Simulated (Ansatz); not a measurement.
# BaTiO3: the cost of one run

Program: Ansatz 0.2.0. Level of theory: DFT PBE+U, scalar-relativistic, plane waves, PAW. These are calculated values, not measurements.

2 further runs of the same task are left out: 1 that didn't finish, 1 set aside as unsound or not needed. Runs told in other sessions of the task aren't counted.

### 1 The structure to begin with

The structure is orthorhombic, space group Amm2 (No. 38). Conventional cell: a = 4.008 Å, b = 5.747 Å, c = 5.772 Å, α = 90.00°, β = 90.00°, γ = 90.00°. Around Ba (site symmetry mm2) lie 12 O at 2.79 to 2.98 Å. Ti (site symmetry mm2) has 6 O at 1.89 to 2.19 Å in its first shell of neighbours. O (site symmetry mm2) has 2 Ti at 2.01 Å and 4 Ba at 2.79 to 2.98 Å in its first shell of neighbours. Around O (site symmetry m) lie 2 Ti at 1.89 to 2.19 Å and 2 Ba at 2.82 Å.

As a file:

```cif
data_structure
_symmetry_space_group_name_H-M 'Amm2'
_symmetry_Int_Tables_number 38
_cell_length_a 4.0082
_cell_length_b 5.7466
_cell_length_c 5.7718
_cell_angle_alpha 90.000
_cell_angle_beta 90.000
_cell_angle_gamma 90.000
_cell_volume 132.95
loop_
_atom_site_label
_atom_site_type_symbol
_atom_site_symmetry_multiplicity
_atom_site_Wyckoff_symbol
_atom_site_fract_x
_atom_site_fract_y
_atom_site_fract_z
_atom_site_occupancy
Ba1 Ba 2 a 0.00000 0.50000 0.50808 1
Ti1 Ti 2 b 0.50000 0.50000 0.01971 1
O1 O 2 a 0.00000 0.50000 0.99163 1
O2 O 4 e 0.50000 0.25540 0.23840 1
```

It is the result of an earlier relaxation at this level (volume 13.29 Å³/atom; gap on the mesh: 2.52 eV).

### 2 Zero of energy

The reference gives a free energy of -10156.1309 eV, pressure 0.01 GPa, largest force 0.007 eV/Å and gap on the mesh 2.52 eV. It was computed beforehand with the settings of the runs below.

### 3 Setting up biaxial against axial strain

The cell is strained by p along both x and y and by q along z, with fractional coordinates fixed.

### 4 p = -0.050, q = -0.050

input.yaml

```yaml
crystal:
  lattice:
    - [3.8078083599, 0.0, 0.0]
    - [0.0, 2.7296174453, 2.7416225925]
    - [0.0, -2.7296174453, 2.7416225925]
  atoms:
    - { symbol: Ba, position: [0.0, 0.0080772002, 0.0080772002] }
    - { symbol: Ti, position: [0.5, 0.5197092998, 0.5197092998] }
    - { symbol: O, position: [0.0, 0.4916268155, 0.4916268155] }
    - { symbol: O, position: [0.5, 0.4938075461, 0.9829991384] }
    - { symbol: O, position: [0.5, 0.9829991384, 0.4938075461] }
basis:
  ecutwfc: 420
kpoints:
  mp_grid: { grid: [6, 6, 6] }
hamiltonian:
  xc: pbe
  hubbard: { sites: [{ species: Ti, l: d, u_eff: 4.0 }] }
scf:
  occupations: { method: gaussian, width: 0.05 }
output:
  forces: true
  stress: true
  eigenvalues: true
```

Command:

```console
ansatz run input.yaml --threads 2 --pin off --max-ram 5120MiB --backend cpu --events-out ev --progress --plain --runs-dir out
```

What time and memory should one allow on 2 threads of Arm Neoverse V2, shared host?

About 7.1 s, with a peak of 0.44 GiB.
